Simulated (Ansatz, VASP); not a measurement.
## Two plane-wave programs on NaI

```xyz
2
Lattice="0.0000 3.2790 3.2790 3.2790 0.0000 3.2790 3.2790 3.2790 0.0000" Properties=species:S:1:pos:R:3 pbc="T T T"
I     3.2790    3.2790    3.2790
Na    0.0000    0.0000    0.0000
```

Change from the starting cell: volume scaled by 1.04.

Alike in both runs: task single point; functional PBE; k mesh 7 × 7 × 7; occupations fermi-dirac, width 0.05 eV; no spin polarisation.

|  | VASP | Ansatz |
| --- | --- | --- |
| version | VASP 6.6.1 | Ansatz 0.2.0 |
| potentials or method | VASP PAW PBE potentials, release 64 (I, Na_pv) | Ansatz PAW |
| plane-wave cutoff (eV) | 520 | 420 |
| valence electrons in the cell | 14 | 26 |

|  | VASP | Ansatz | Ansatz less VASP |
| --- | --- | --- | --- |
| gap on the k mesh at the Fermi level (eV) | 3.54 | 3.54 | +0.003 |
| least direct gap on the mesh (eV) | 3.54 | 3.54 | +0.003 |
| pressure (GPa) | -0.2 | -0.2 | -0.01 |

The two sets of potentials don't hold the same shells in valence.

Caveats: spin-orbit coupling is left out, which moves the levels of the heavy elements; odd divisions of the mesh miss points on the zone boundary, where band edges often lie, so the gap on the mesh can be too wide (Ansatz).
